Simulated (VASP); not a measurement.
# Sb (Fm-3m) in VASP: a series of runs

One crystal, Sb, is run at these levels: r2SCAN; tasks: single point.

All numbers are computed with VASP 6.6.1; they aren't measurements. Logs are shortened: lines on timing, memory, paths and dates and some standing lists are left out, and cuts for length are marked.

## (1) The crystal as given

The structure is cubic, space group Fm-3m (No. 225). The conventional cell has a = 4.742 Å, b = 4.742 Å, c = 4.742 Å, α = 90.00°, β = 90.00°, γ = 90.00°. Around Sb (site symmetry m-3m) lie 12 Sb at 3.35 Å.

This isn't the form of Sb at room conditions, which is rhombohedral.

## (2) Single point, r2SCAN

The input, INCAR:

```
SYSTEM = Sb
  PREC = Accurate
  ENCUT = 550
  EDIFF = 1E-6
  ISMEAR = 0
  SIGMA = 0.05
  LREAL = .FALSE.
  LASPH = .TRUE.
  NELM = 100
  ALGO = Normal
  ISIF = 2
  LWAVE = .FALSE.
  LCHARG = .FALSE.
  METAGGA = R2SCAN
  LMIXTAU = .TRUE.
  NBANDS = 8
  ADDGRID = .FALSE.
```

The input, KPOINTS:

```
regular mesh
0
G
  2 2 2
  0 0 0
```

The input, POSCAR:

```
Sb
1.0
    0.0000000000      2.3712425216      2.3712425216
    2.3712425216      0.0000000000      2.3712425216
    2.3712425216      2.3712425216      0.0000000000
Sb
1
Direct
    0.0000000000      0.0000000000      0.0000000000
```

Potentials or basis: VASP PAW PBE potentials, release 64 (Sb).

Command:

```bash
cat potpaw_PBE.64/Sb/POTCAR > POTCAR
mpirun -np 1 vasp_std > vasp.out
```

OUTCAR:

```text
SYSTEM = Sb
   PREC = Accurate
   ENCUT = 550
   EDIFF = 1E-6
   ISMEAR = 0
   LREAL = .FALSE.
   LASPH = .TRUE.
   NELM = 100
   ISIF = 2
   METAGGA = R2SCAN

 Found      3 irreducible k-points:

 Following reciprocal coordinates:
            Coordinates               Weight
  0.000000  0.000000  0.000000      1.000000
  0.500000  0.000000  0.000000      4.000000
  0.500000  0.500000  0.000000      3.000000
   k-points           NKPTS =      3   k-points in BZ     NKDIM =      3   number of bands    NBANDS=      8
   number of dos      NEDOS =    301   number of ions     NIONS =      1
   total plane-waves  NPLWV =  21952
   dimension x,y,z NGX =    28 NGY =   28 NGZ =   28
   dimension x,y,z NGXF=    56 NGYF=   56 NGZF=   56
   ions per type =               1
   NGX,Y,Z   is equivalent  to a cutoff of  13.88, 13.88, 13.88 a.u.
   NGXF,Y,Z  is equivalent  to a cutoff of  27.76, 27.76, 27.76 a.u.
 SYSTEM =  Sb
   PREC   = accura    normal or accurate (medium, high low for compatibility)
   ISTART =      0    job   : 0-new  1-cont  2-samecut
   ICHARG =      2    charge: 1-file 2-atom 10-const
   ISPIN  =      1    spin polarized calculation?
   LNONCOLLINEAR =      F non collinear calculations
   LSORBIT =      F    spin-orbit coupling
   LASPH  =      T    aspherical Exc in radial PAW
   ENCUT  =  550.0 eV  40.42 Ry    6.36 a.u.   6.41  6.41  6.41*2*pi/ulx,y,z
   NELM   =    100;   NELMIN=  2; NELMDL= -5     # of ELM steps
   EDIFF  = 0.1E-05   stopping-criterion for ELM
   LREAL  =      F    real-space projection
   EDIFFG = 0.1E-04   stopping-criterion for IOM
   NSW    =      0    number of steps for IOM
   IBRION =     -1    ionic relax: 0-MD 1-quasi-New 2-CG
   NFREE  =      0    steps in history (QN), initial steepest desc. (CG)
   ISIF   =      2    stress and relaxation
   ISYM   =      2    0-nonsym 1-usesym 2-fastsym
   POTIM  = 0.5000    time-step for ionic-motion
   TEBEG  =    0.0;   TEEND  =   0.0 temperature during run
   PSTRESS=    0.0 pullay stress
   NELECT =       5.0000    total number of electrons
   NUPDOWN=      -1.0000    fix difference up-down
   EMIN   =  10.00;   EMAX   =-10.00  energy-range for DOS
   EFERMI =   0.00;   METHOD = LEGACY
   ISMEAR =     0;   SIGMA  =   0.05  broadening in eV -4-tet -1-fermi 0-gaus
   EFERMI_NEDOS =   21; number of points for ismear=-14 and -15
   IALGO  =     38    algorithm
   IMIX   =      4    mixing-type and parameters
     AMIX     =   0.40;   BMIX     =  1.00
     AMIX_MAG =   1.60;   BMIX_MAG =  1.00
  volume/ion in A,a.u.               =      26.67       179.95
  Fermi-wavevector in a.u.,A,eV,Ry     =   0.937013  1.770697 11.945820  0.877993
  Thomas-Fermi vector in A             =   2.064081
   LORBIT       =      0    0 simple, 1 ext, 2 COOP (PROOUT), +10 PAW based schemes
   METAGGA = R2SCAN    functional components
   LHFCALC =     F    Hartree Fock is set to
   AEXX    =    0.0000 exact exchange contribution
   IVDW    =     0    specifies the selected vdW correction
   LEPSILON=     F    determine dielectric tensor
   LRPA    =     F    only Hartree local field effects (RPA)
 non-spin polarized calculation
 Gauss-broadening in eV      SIGMA  =   0.05
  energy-cutoff  :      550.00
  volume of cell :       26.67
 maximum number of plane-waves:       790
 NGX is ok and might be reduce to    28
   NGX = 13   NGY = 13   NGZ = 13

 number of electron       5.0000000 magnetization

 Free energy of the ion-electron system (eV)
  ---------------------------------------------------
  ext. energy  EPLUGINS =         0.00000000
  ---------------------------------------------------
  free energy    TOTEN  =       -25.86507071 eV

  energy without entropy =      -25.85182036  energy(sigma->0) =      -25.85844554

 E-fermi :   8.9641     XC(G=0): -10.7908

 val. band max:        8.9298971648   @ k =   0.5000   0.5000   0.0000
 cond. band min:      12.4323074994   @ k =   0.5000   0.0000   0.0000
 fundamental gap:      3.5024103346
 Fermi energy:         8.9641006394

 k-point     1 :       0.0000    0.0000    0.0000
  band No.  band energies     occupation
      1      -5.0095      2.00000
      2      14.2954      0.00000
      3      14.2954      0.00000
      4      14.2954      0.00000
      5      18.9966      0.00000
      6      18.9966      0.00000
      7      18.9966      0.00000
      8      19.9403      0.00000

 k-point     2 :       0.5000    0.0000    0.0000
  band No.  band energies     occupation
      1      -0.9574      2.00000
      2       2.4344      2.00000
      3      12.4323      0.00000
      4      12.4323      0.00000
      5      17.6008      0.00000
      6      18.1467      0.00000
      7      18.1467      0.00000
      8      19.2299      0.00000

 k-point     3 :       0.5000    0.5000    0.0000
  band No.  band energies     occupation
      1       0.8301      2.00000
      2       3.3553      2.00000
      3       8.9299      1.66667
      4       8.9299      1.66667
      5      13.2918      0.00000
      6      13.6153      0.00000
      7      26.9871      0.00000
      8      27.7148      0.00000

------------------------ aborting loop because EDIFF is reached ----------------------------------------

  FORCE on cell =-STRESS in cart. coord.  units (eV):
  Direction    XX          YY          ZZ          XY          YZ          ZX
  --------------------------------------------------------------------------------------
  -------------------------------------------------------------------------------------
  Total       -0.5592173     -0.5592173     -0.5592173      0.0000000      0.0000000      0.0000000
  in kB      -33.5995357    -33.5995357    -33.5995357      0.0000000      0.0000000      0.0000000
  external PRESSURE =     -33.5995357 kB  Pullay stress =       0.0000000 kB

 VOLUME and BASIS-vectors are now :
 -----------------------------------------------------------------------------
  energy-cutoff  :      550.00
  volume of cell :       26.67
      direct lattice vectors                 reciprocal lattice vectors
     0.000000000  2.371242522  2.371242522    -0.210859916  0.210859916  0.210859916
     2.371242522  0.000000000  2.371242522     0.210859916 -0.210859916  0.210859916
     2.371242522  2.371242522  0.000000000     0.210859916  0.210859916 -0.210859916

 POSITION                                       TOTAL-FORCE (eV/Angst)
 -----------------------------------------------------------------------------------
      0.00000      0.00000      0.00000         0.000000      0.000000      0.000000
 -----------------------------------------------------------------------------------
    total drift:                                0.000000      0.000000      0.000000

  FREE ENERGIE OF THE ION-ELECTRON SYSTEM (eV)
  ---------------------------------------------------
  free  energy   TOTEN  =       -25.8650707089 eV

  energy  without entropy=      -25.8518203618  energy(sigma->0) =      -25.85844554
```

Run time: 17 s. Hardware: 1 thread of Intel Xeon Platinum 8559C (Emerald Rapids), shared host; peak memory 0.15 GiB.

The run converged, but some of its settings lie outside the range that counts as converged, so its numbers aren't taken as properties of the crystal.

Results:

```
Free energy            : -25.8651 eV
Pressure               : -3.4 GPa
Band gap on the k mesh : none (metal or under the smearing width)
```

Caveat: the k mesh is coarse (spacing up to 1.15 Å⁻¹), so the values aren't converged; the PAW data sets were made with another functional, which shifts forces and pressure a little.

## (3) Single point, r2SCAN

INCAR: that of step 2 with these lines changed.

```diff
@@ -2,3 +2,3 @@
   PREC = Accurate
-  ENCUT = 550
+  ENCUT = 250
   EDIFF = 1E-6
```

The input, KPOINTS:

```
regular mesh
0
G
  3 3 3
  0 0 0
```

POSCAR is that of step 2.

Potentials or basis: VASP PAW PBE potentials, release 64 (Sb).

Command:

```bash
cat potpaw_PBE.64/Sb/POTCAR > POTCAR
mpirun -np 1 vasp_std > vasp.out
```

It used 6.8 s of CPU time on 1 thread of Intel(R) Xeon(R) Platinum 8559C (Emerald Rapids) (shared host), which was overloaded at the time.

The run converged, but some of its settings lie outside the range that counts as converged, so its numbers aren't taken as properties of the crystal.

Results:

- Free energy: -25.9180 eV
- Pressure: 0.4 GPa
- Band gap on the k mesh: none (metal or under the smearing width)

Caveat: the k mesh is coarse (spacing up to 0.76 Å⁻¹), so the values aren't converged; the PAW data sets were made with another functional, which shifts forces and pressure a little.

## (4) Single point, r2SCAN

INCAR: that of step 3 with these lines changed.

```diff
@@ -2,3 +2,3 @@
   PREC = Accurate
-  ENCUT = 250
+  ENCUT = 300
   EDIFF = 1E-6
```

KPOINTS is that of step 3.

POSCAR is that of step 3.

Command:

```bash
cat potpaw_PBE.64/Sb/POTCAR > POTCAR
mpirun -np 1 vasp_std > vasp.out
```

It used 7.2 s of CPU time on 1 thread of Intel(R) Xeon(R) Platinum 8559C (Emerald Rapids), on a shared host, which was overloaded at the time.

The run converged, but some of its settings lie outside the range that counts as converged, so its numbers aren't taken as properties of the crystal.

Results:

- Free energy: -25.9192 eV
- Pressure: 0.4 GPa
- Band gap on the k mesh: none (metal or under the smearing width)

Caveat: the k mesh is coarse (spacing up to 0.76 Å⁻¹), so the values aren't converged; the PAW data sets were made with another functional, which shifts forces and pressure a little.

## (5) The reference run

An earlier run on the cell as given: functional PBEsol; potentials or basis VASP PAW PBE potentials, release 64 (Sb); cutoff 520 eV; k mesh 10 × 10 × 10; occupations fermi-dirac, width 0.05 eV; no spin polarisation.

* Pressure: -1.2 GPa
* Band gap on the k mesh: none (metal or under the smearing width)
